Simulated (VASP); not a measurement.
# BN (F-43m) in VASP: further runs

Aim: see how the results for BN move with the level of theory and the settings. Levels: r2SCAN, PBEsol. Tasks: electric field gradients.

Program: VASP 6.6.1. These are calculated values, not measurements. Logs are shortened: lines on timing, memory, paths and dates and some standing lists are left out, and cuts for length are marked.

**Experimental background.**

A printed reference work, monograph reports, for a bulk crystal of BN at 300 K: band gap 6.4 eV (indirect).

How close the calculation comes is told below.

### Step 1. The cell of the first run

It takes space group F-43m (No. 216, cubic). The conventional cell has a = 3.615 Å, b = 3.615 Å, c = 3.615 Å, α = 90.00°, β = 90.00°, γ = 90.00°. Within 2.1 Å of B (site symmetry -43m) lie 4 N at 1.57 Å. N (site symmetry -43m) has 4 B at 1.57 Å within 2.1 Å.

### Step 2. Electric field gradients, r2SCAN

The input, POSCAR:

```
BN
1.0
    0.0000000000      1.8075000000      1.8075000000
    1.8075000000      0.0000000000      1.8075000000
    1.8075000000      1.8075000000      0.0000000000
B N
1 1
Direct
    0.0000000000      0.0000000000      0.0000000000
    0.7500000000      0.7500000000      0.7500000000
```

The input, INCAR.step1:

```
SYSTEM = BN
  ALGO = Normal
  EDIFF = 1E-4
  ENCUT = 520
  GGA = PE
  ISMEAR = -1
  LASPH = .TRUE.
  LCHARG = .FALSE.
  LREAL = .FALSE.
  LWAVE = .TRUE.
  NBANDS = 11
  NELM = 80
  PREC = Accurate
  SIGMA = 0.03
```

The input, INCAR.step2:

```
SYSTEM = BN
  ALGO = Normal
  EDIFF = 1E-8
  ENCUT = 520
  ISIF = 2
  ISMEAR = -1
  ISTART = 1
  LASPH = .TRUE.
  LCHARG = .FALSE.
  LEFG = .TRUE.
  LMIXTAU = .TRUE.
  LREAL = .FALSE.
  LWAVE = .FALSE.
  METAGGA = R2SCAN
  NBANDS = 11
  NELM = 80
  PREC = Accurate
  SIGMA = 0.03
```

The input, KPOINTS:

```
k-points
0
G
  13 13 13
  0 0 0
```

Potentials or basis: VASP PAW PBE potentials, release 64 (B, N).

Started as:

```console
$ cat potpaw_PBE.64/B/POTCAR potpaw_PBE.64/N/POTCAR > POTCAR
$ cp INCAR.step1 INCAR
$ mpirun -np 1 vasp_std > vasp.out
$ cp INCAR.step2 INCAR
$ mpirun -np 1 vasp_std > vasp.out
```

OUTCAR:

```text
SYSTEM = BN
   EDIFF = 1E-8
   ENCUT = 520
   ISIF = 2
   ISMEAR = -1
   ISTART = 1
   LASPH = .TRUE.
   LREAL = .FALSE.
   METAGGA = R2SCAN
   NELM = 80
   PREC = Accurate

 ion  position               nearest neighbor table
   1  0.000  0.000  0.000-   2 1.57   2 1.57   2 1.57   2 1.57
   2  0.750  0.750  0.750-   1 1.57   1 1.57   1 1.57   1 1.57

  LATTYP: Found a face centered cubic cell.
 ALAT       =     3.6150000000

  Lattice vectors:

 A1 = (   0.0000000000,   1.8075000000,   1.8075000000)
 A2 = (   1.8075000000,   0.0000000000,   1.8075000000)
 A3 = (   1.8075000000,   1.8075000000,   0.0000000000)

Analysis of symmetry for initial positions (statically):
=====================================================================
 Subroutine PRICEL returns:
 Original cell was already a primitive cell.

 Routine SETGRP: Setting up the symmetry group for a
 face centered cubic supercell.

 Subroutine GETGRP returns: Found 24 space group operations
 (whereof 24 operations were pure point group operations)
 out of a pool of 48 trial point group operations.

The static configuration has the point symmetry T_d .

Analysis of symmetry for dynamics (positions and initial velocities):
=====================================================================
 Subroutine PRICEL returns:
 Original cell was already a primitive cell.

 Routine SETGRP: Setting up the symmetry group for a
 face centered cubic supercell.

 Subroutine GETGRP returns: Found 24 space group operations
 (whereof 24 operations were pure point group operations)
 out of a pool of 48 trial point group operations.

The dynamic configuration has the point symmetry T_d .

 Subroutine INISYM returns: Found 24 space group operations
 (whereof 24 operations are pure point group operations),
 and found     1 'primitive' translations

----------------------------------------------------------------------------------------

                                     Primitive cell

  volume of cell :      11.8104

  direct lattice vectors                    reciprocal lattice vectors
     0.000000000  1.807500000  1.807500000    -0.276625173  0.276625173  0.276625173
     1.807500000  0.000000000  1.807500000     0.276625173 -0.276625173  0.276625173
     1.807500000  1.807500000  0.000000000     0.276625173  0.276625173 -0.276625173

  length of vectors
     2.556191014  2.556191014  2.556191014     0.479128854  0.479128854  0.479128854

  position of ions in fractional coordinates (direct lattice)
     0.000000000  0.000000000  0.000000000
     0.750000000  0.750000000  0.750000000

  ion indices of the primitive-cell ions
   primitive index   ion index
                 1           1
                 2           2

----------------------------------------------------------------------------------------

 KPOINTS: k-points

Automatic generation of k-mesh.
 Grid dimensions read from file:
 generate k-points for:   13   13   13

 Generating k-lattice:

  Cartesian coordinates                     Fractional coordinates (reciprocal lattice)
    -0.021278859  0.021278859  0.021278859     0.076923077  0.000000000  0.000000000
     0.021278859 -0.021278859  0.021278859     0.000000000  0.076923077  0.000000000
     0.021278859  0.021278859 -0.021278859     0.000000000  0.000000000  0.076923077

  Length of vectors
     0.036856066  0.036856066  0.036856066

  Shift w.r.t. Gamma in fractional coordinates (k-lattice)
     0.000000000  0.000000000  0.000000000

 Subroutine IBZKPT returns following result:
 ===========================================

 Found     84 irreducible k-points:

 Following reciprocal coordinates:
            Coordinates               Weight
  0.000000  0.000000  0.000000      1.000000
  0.076923  0.000000  0.000000      8.000000
  0.153846  0.000000  0.000000      8.000000
  0.230769  0.000000  0.000000      8.000000
  0.307692  0.000000  0.000000      8.000000
  0.384615  0.000000  0.000000      8.000000
[... 16 lines left out ...]
  0.384615  0.153846  0.000000     24.000000
  0.461538  0.153846  0.000000     24.000000
 [... further k-points ...]
   k-points           NKPTS =     84   k-points in BZ     NKDIM =     84   number of bands    NBANDS=     11
   number of dos      NEDOS =    301   number of ions     NIONS =      2
   total plane-waves  NPLWV =   8000
   dimension x,y,z NGX =    20 NGY =   20 NGZ =   20
   dimension x,y,z NGXF=    40 NGYF=   40 NGZF=   40
   ions per type =               1   1
   NGX,Y,Z   is equivalent  to a cutoff of  13.01, 13.01, 13.01 a.u.
   NGXF,Y,Z  is equivalent  to a cutoff of  26.01, 26.01, 26.01 a.u.
 SYSTEM =  BN
   PREC   = accura    normal or accurate (medium, high low for compatibility)
   ISTART =      1    job   : 0-new  1-cont  2-samecut
   ICHARG =      0    charge: 1-file 2-atom 10-const
   ISPIN  =      1    spin polarized calculation?
   LNONCOLLINEAR =      F non collinear calculations
   LSORBIT =      F    spin-orbit coupling
   LASPH  =      T    aspherical Exc in radial PAW
   ENCUT  =  520.0 eV  38.22 Ry    6.18 a.u.   4.75  4.75  4.75*2*pi/ulx,y,z
   NELM   =     80;   NELMIN=  2; NELMDL=  0     # of ELM steps
   EDIFF  = 0.1E-07   stopping-criterion for ELM
   LREAL  =      F    real-space projection
   EDIFFG = 0.1E-06   stopping-criterion for IOM
   NSW    =      0    number of steps for IOM
   IBRION =     -1    ionic relax: 0-MD 1-quasi-New 2-CG
   NFREE  =      0    steps in history (QN), initial steepest desc. (CG)
   ISIF   =      2    stress and relaxation
   ISYM   =      2    0-nonsym 1-usesym 2-fastsym
   POTIM  = 0.5000    time-step for ionic-motion
   TEBEG  =    0.0;   TEEND  =   0.0 temperature during run
   PSTRESS=    0.0 pullay stress
   NELECT =       8.0000    total number of electrons
   NUPDOWN=      -1.0000    fix difference up-down
   EMIN   =  10.00;   EMAX   =-10.00  energy-range for DOS
   EFERMI =   0.00;   METHOD = LEGACY
   ISMEAR =    -1;   SIGMA  =   0.03  broadening in eV -4-tet -1-fermi 0-gaus
   EFERMI_NEDOS =   21; number of points for ismear=-14 and -15
   IALGO  =     38    algorithm
   IMIX   =      4    mixing-type and parameters
     AMIX     =   0.40;   BMIX     =  1.00
     AMIX_MAG =   1.60;   BMIX_MAG =  1.00
  volume/ion in A,a.u.               =       5.91        39.85
  Fermi-wavevector in a.u.,A,eV,Ry     =   1.437749  2.716952 28.124920  2.067123
  Thomas-Fermi vector in A             =   2.556793
   LORBIT       =      0    0 simple, 1 ext, 2 COOP (PROOUT), +10 PAW based schemes
   METAGGA = R2SCAN    functional components
   LHFCALC =     F    Hartree Fock is set to
   AEXX    =    0.0000 exact exchange contribution
   IVDW    =     0    specifies the selected vdW correction
   LEPSILON=     F    determine dielectric tensor
   LRPA    =     F    only Hartree local field effects (RPA)
 non-spin polarized calculation
  energy-cutoff  :      520.00
  volume of cell :       11.81
 maximum number of plane-waves:       331
   NGX =  9   NGY =  9   NGZ =  9

 number of electron       7.9999999 magnetization

 Free energy of the ion-electron system (eV)
  ---------------------------------------------------
  ext. energy  EPLUGINS =         0.00000000
  ---------------------------------------------------
  free energy    TOTEN  =       -19.17178425 eV

  energy without entropy =      -19.17178425  energy(sigma->0) =      -19.17178425

 E-fermi :   7.7993     XC(G=0): -13.6463

 val. band max:        7.2424985164   @ k =   0.0000   0.0000   0.0000
 cond. band min:      12.2961461750   @ k =   0.4615   0.4615   0.0000
 fundamental gap:      5.0536476586
 Fermi energy:         7.7993330518

 k-point     1 :       0.0000    0.0000    0.0000
  band No.  band energies     occupation
      1     -14.0487      2.00000
      2       7.2425      2.00000
      3       7.2425      2.00000
      4       7.2425      2.00000
      5      16.7687      0.00000
      6      16.7687      0.00000
      7      16.7687      0.00000
      8      18.3046      0.00000
      9      33.3748      0.00000
     10      35.9858      0.00000
     11      35.9858      0.00000

 k-point     2 :       0.0769    0.0000    0.0000
  band No.  band energies     occupation
      1     -13.8995      2.00000
      2       6.4211      2.00000
      3       7.0826      2.00000
      4       7.0826      2.00000
      5      16.9651      0.00000
      6      17.0162      0.00000
      7      17.0162      0.00000
      8      18.8117      0.00000
      9      33.2065      0.00000
     10      34.0360      0.00000
     11      34.0360      0.00000

 k-point     3 :       0.1538    0.0000    0.0000
  band No.  band energies     occupation
      1     -13.4571      2.00000
      2       4.4745      2.00000
      3       6.6811      2.00000
      4       6.6811      2.00000
      5      17.2534      0.00000
      6      17.6140      0.00000
      7      17.6140      0.00000
      8      20.0858      0.00000
      9      32.4423      0.00000
     10      32.4423      0.00000
     11      32.7106      0.00000

 k-point     4 :       0.2308    0.0000    0.0000
  band No.  band energies     occupation
      1     -12.7396      2.00000
      2       2.1222      2.00000
      3       6.1939      2.00000
      4       6.1939      2.00000
      5      17.5162      0.00000
      6      18.2363      0.00000
      7      18.2363      0.00000
      8      21.4719      0.00000
      9      31.8486      0.00000
     10      31.8486      0.00000
     11      32.1448      0.00000
[... 239 lines left out ...]
 k-point    22 :       0.3077    0.1538    0.0000
  band No.  band energies     occupation
      1     -11.9496      2.00000
      2       1.4618      2.00000
      3       4.5985      2.00000
      4       5.0101      2.00000
      5      16.0963      0.00000
      6      20.0160      0.00000
      7      20.6090      0.00000
      8      20.9345      0.00000
      9      27.7208      0.00000
     10      35.0913      0.00000
     11      36.1577      0.00000

 k-point    23 :       0.3846    0.1538    0.0000
  band No.  band energies     occupation
      1     -10.9738      2.00000
      2      -0.6402      2.00000
      3       4.3411      2.00000
      4       4.4164      2.00000
      5      16.4999      0.00000
      6      20.2050      0.00000
      7      20.8012      0.00000
      8      21.7143      0.00000
      9      28.7219      0.00000
     10      34.8449      0.00000
     11      36.5731      0.00000

 k-point    24 :       0.4615    0.1538    0.0000
  band No.  band energies     occupation
      1      -9.9747      2.00000
      2      -2.3950      2.00000
      3       3.8376      2.00000
      4       4.3053      2.00000
      5      16.8175      0.00000
      6      20.1710      0.00000
      7      20.6478      0.00000
      8      22.9498      0.00000
      9      29.4063      0.00000
     10      34.9713      0.00000
     11      36.7072      0.00000

 [... further k-points ...]
[... 5 lines left out ...]
  --------------------------------------------------------------------------------------
  -------------------------------------------------------------------------------------
  Total       -0.0446815     -0.0446815     -0.0446815      0.0000000      0.0000000      0.0000000
  in kB       -6.0614016     -6.0614016     -6.0614016      0.0000000      0.0000000      0.0000000
  external PRESSURE =      -6.0614016 kB  Pullay stress =       0.0000000 kB

 VOLUME and BASIS-vectors are now :
 -----------------------------------------------------------------------------
  energy-cutoff  :      520.00
  volume of cell :       11.81
      direct lattice vectors                 reciprocal lattice vectors
     0.000000000  1.807500000  1.807500000    -0.276625173  0.276625173  0.276625173
     1.807500000  0.000000000  1.807500000     0.276625173 -0.276625173  0.276625173
     1.807500000  1.807500000  0.000000000     0.276625173  0.276625173 -0.276625173

 POSITION                                       TOTAL-FORCE (eV/Angst)
 -----------------------------------------------------------------------------------
      0.00000      0.00000      0.00000         0.000000     -0.000000     -0.000000
      2.71125      2.71125      2.71125        -0.000000      0.000000      0.000000
 -----------------------------------------------------------------------------------
    total drift:                               -0.000000     -0.000000     -0.000000

  FREE ENERGIE OF THE ION-ELECTRON SYSTEM (eV)
  ---------------------------------------------------
  free  energy   TOTEN  =       -19.1717842500 eV

  energy  without entropy=      -19.1717842500  energy(sigma->0) =      -19.17178425

 Electric field gradients (V/A^2)
---------------------------------------------------------------------
 ion       V_xx      V_yy      V_zz      V_xy      V_xz      V_yz
---------------------------------------------------------------------
   1      -0.000    -0.000    -0.000    -0.000    -0.000    -0.000
   2      -0.000     0.000     0.000    -0.000    -0.000    -0.000
---------------------------------------------------------------------

 Electric field gradients after diagonalization (V/A^2)
 (convention: |V_zz| > |V_xx| > |V_yy|)
----------------------------------------------------------------------
 ion       V_xx      V_yy      V_zz     asymmetry (V_yy - V_xx)/ V_zz
----------------------------------------------------------------------
   1       0.000     0.000    -0.000       0.000
   2       0.000     0.000    -0.000       0.000
----------------------------------------------------------------------

           NMR quadrupolar parameters

 Cq : quadrupolar parameter    Cq=e*Q*V_zz/h
 eta: asymmetry parameters     (V_yy - V_xx)/ V_zz
 Q  : nuclear electric quadrupole moment in mb (millibarn)
----------------------------------------------------------------------
 ion       Cq(MHz)       eta       Q (mb)
----------------------------------------------------------------------
   1      -0.000       0.000       1.000
   2      -0.000       0.000       1.000
----------------------------------------------------------------------
```

Wall time 34 s (1 thread of Intel Xeon 6975P-C (Granite Rapids), shared host); peak memory 0.12 GiB.

What came out:

```
Free energy            : -19.1718 eV
Pressure               : -0.6 GPa
Band gap on the k mesh : 5.05 eV, indirect (least direct gap 9.53 eV)
```

Levels at points of the mesh, in eV from the valence-band top:
| k point | band 1 | band 2 | band 3 | band 4 | band 5 | band 6 | band 7 | band 8 | band 9 |
| --- | --- | --- | --- | --- | --- | --- | --- | --- | --- |
| (0.00, 0.00, 0.00) | -21.29 | 0.00 | 0.00 | 0.00 | 9.53 | 9.53 | 9.53 | 11.06 | 26.13 |

Caveat: without QUAD_EFG the Cq values of the log hold for a quadrupole moment of 1 mb, not for the nuclei; the PAW data sets were made with another functional, which shifts forces and pressure a little.

[end of part 1 of 2]
